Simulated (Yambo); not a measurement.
# Te2Mo (P6_3/mmc) in Yambo: a series of runs, part 2 of 2

Yambo 5.3.0.

## (6) Energy-loss spectrum, PBE

The input, eels6.in:

```
optics
chi
Chimod= "HARTREE"
% BndsRnXd
 1 | 76 |
%
NGsBlkXd= 3 Ry
% LongDrXd
 1 | 1 | 1 |
%
% QpntsRXd
 3 | 3 |
%
% EnRngeXd
 0 | 50 | eV
%
% DmRngeXd
 0.3 | 0.3 | eV
%
ETStpsXd= 250
```

The input, scf.in:

```
&CONTROL
  calculation = 'scf'
  prefix = 'pwscf'
  outdir = './tmp'
  pseudo_dir = './pseudo'
/
&SYSTEM
  ibrav = 0
  nat = 6
  ntyp = 2
  ecutwfc = 80
  nbnd = 60
  occupations = 'smearing'
  smearing = 'fd'
  degauss = 0.00367493
  force_symmorphic = .true.
/
&ELECTRONS
  conv_thr = 1.2d-09
  electron_maxstep = 120
  mixing_beta = 0.5
/
ATOMIC_SPECIES
Te   127.6000 Te.upf
Mo    95.9500 Mo.upf
CELL_PARAMETERS angstrom
   3.5182000000    0.0000000000    0.0000000000
  -1.7591000000    3.0468505756    0.0000000000
   0.0000000000    0.0000000000   13.9736000000
ATOMIC_POSITIONS crystal
Te     0.6666666667    0.3333333333    0.3790000000
Te     0.3333333333    0.6666666667    0.8790000000
Te     0.6666666667    0.3333333333    0.1210000000
Te     0.3333333333    0.6666666667    0.6210000000
Mo     0.6666666667    0.3333333333    0.7500000000
Mo     0.3333333333    0.6666666667    0.2500000000
K_POINTS automatic
12 12 2 0 0 0
```

The input, nscf.in:

```
&CONTROL
  calculation = 'nscf'
  prefix = 'pwscf'
  outdir = './tmp'
  pseudo_dir = './pseudo'
/
&SYSTEM
  ibrav = 0
  nat = 6
  ntyp = 2
  ecutwfc = 80
  nbnd = 76
  occupations = 'fixed'
  force_symmorphic = .true.
/
&ELECTRONS
  conv_thr = 1d-08
  diago_full_acc = .true.
  diago_thr_init = 1d-06
/
ATOMIC_SPECIES
Te   127.6000 Te.upf
Mo    95.9500 Mo.upf
CELL_PARAMETERS angstrom
   3.5182000000    0.0000000000    0.0000000000
  -1.7591000000    3.0468505756    0.0000000000
   0.0000000000    0.0000000000   13.9736000000
ATOMIC_POSITIONS crystal
Te     0.6666666667    0.3333333333    0.3790000000
Te     0.3333333333    0.6666666667    0.8790000000
Te     0.6666666667    0.3333333333    0.1210000000
Te     0.3333333333    0.6666666667    0.6210000000
Mo     0.6666666667    0.3333333333    0.7500000000
Mo     0.3333333333    0.6666666667    0.2500000000
K_POINTS automatic
3 3 1 0 0 0
```

Potentials or basis: PseudoDojo 0.4.1 SR PBE standard.

The run is started by

```console
OMP_NUM_THREADS=1 pw.x -in scf.in > scf.out
OMP_NUM_THREADS=1 pw.x -in nscf.in > nscf.out
cd tmp/pwscf.save; p2y; mv SAVE ../..; cd ../..
OMP_NUM_THREADS=1 yambo
OMP_NUM_THREADS=1 yambo -F eels6.in -J eels6 -C eels6_out
```

Yambo's report:

```text
[... sections 02.01 to 02.04 as in the set-up run ...]

  [02.05] Energies & Occupations
  ==============================

  [X] === General ===
  [X] Electronic Temperature                        :  0.000000  0.000000 [eV K]
  [X] Bosonic    Temperature                        :  0.000000  0.000000 [eV K]
  [X] Finite Temperature mode                       : no
  [X] El. density                                   :  0.61420E+24 [cm-3]
  [X] Fermi Level                                   :  12.80183 [eV]

  [X] === Gaps and Widths ===
  [X] Conduction Band Min                           :  0.956406 [eV]
  [X] Valence Band Max                              :  0.000000 [eV]
  [X] Filled Bands                                  :   46
  [X] Empty Bands                                   :   47   76
  [X] Direct Gap                                    :  1.040109 [eV]
  [X] Direct Gap localized at k                     :  3
  [X] Indirect Gap                                  :  0.956406 [eV]
  [X] Indirect Gap between kpts                     :  1  3
  [X] Last valence band width                       :  0.776498 [eV]
  [X] 1st conduction band width                     :  1.928267 [eV]

 [03] Transferred momenta grid and indexing
 ==========================================

 IBZ Q-points                                      :  3
 BZ  Q-points                                      :   9

 K/Q-points units:
 rlu = crystal or reduced units; cc = cartesian coordinates; iku = interal k-units

 Q [1]          [rlu]:  0.000000  0.000000  0.000000
 Q [2]          [rlu]:  0.88392E-16  0.33333       0.0000
 Q [3]          [rlu]:  0.333333  0.333333  0.000000

 [04] Optics
 ===========

 [WF-X loader] Normalization (few states)  min/max  :  0.17539E-17   1.0000

 [X-CG] R(p) Tot o/o(of R):   2888  12420    100
```

o-eels6.eel_q3_inv_rpa_dyson:

```text
# Electron Energy Loss @ Q(3):  0.333333333     0.500000000      0.00000000    [iku]
#
# [ X ] Hartree size                              :   93
# [GEN] GF Energies                               : Perdew, Burke & Ernzerhof(X)+Perdew, Burke & Ernzerhof(C)
# [GEN] Green`s Function                          : T-ordered
#
#    E[1] [eV]          Im(eel)            Re(eel)            Im(eel_o)          Re(eel_o)
#
        0.000000           0.009195          -0.342350           0.014020          -0.241956
        0.200803           0.009282          -0.342054           0.014367          -0.241258
        0.401606           0.009573          -0.341153           0.015576          -0.239139
        0.602410           0.010175          -0.339637           0.018328          -0.235714
        0.803213           0.011316          -0.337654           0.023864          -0.232562
        1.004016           0.012732          -0.335816           0.028761          -0.233798
[... 242 lines left out ...]
        49.79920           0.225661          -1.306262           0.121400          -1.228294
        50.00000           0.185210          -1.257880           0.137319          -1.190069
#
```

It took 8.6 min on 1 thread of Arm Neoverse V2, shared host; peak memory 0.44 GiB.

What came out:

| Quantity | Value |
| --- | --- |
| Band gap on the k mesh, mean-field level | 0.96 eV, indirect (least direct gap 1.04 eV) |
| Peak of the energy-loss function | 20.7 eV |

Energy-loss function at q = [0.333333, 0.333333, 0.0] (reciprocal lattice):
```tsv
energy (eV)	loss
0.0	0.009
2.2	0.040
4.4	0.078
6.4	0.155
8.6	0.333
10.8	0.414
13.1	0.316
15.3	0.567
17.5	0.739
19.5	1.380
21.7	1.298
23.9	0.498
26.1	0.215
28.3	0.039
30.5	0.023
32.5	0.018
34.7	0.019
36.9	0.068
39.2	0.208
41.4	0.503
43.6	0.266
45.6	0.189
47.8	0.254
50.0	0.185
```

Caveat: the k mesh is coarse (spacing up to 0.69 Å⁻¹), so the values aren't converged; this k mesh misses the band edges, so its gaps are larger than the crystal's; loss spectra need finer meshes, so the fine structure isn't converged; spin-orbit coupling is left out, which moves the levels of the heavy elements; an odd mesh through Γ misses points on the zone boundary, where band edges often lie.
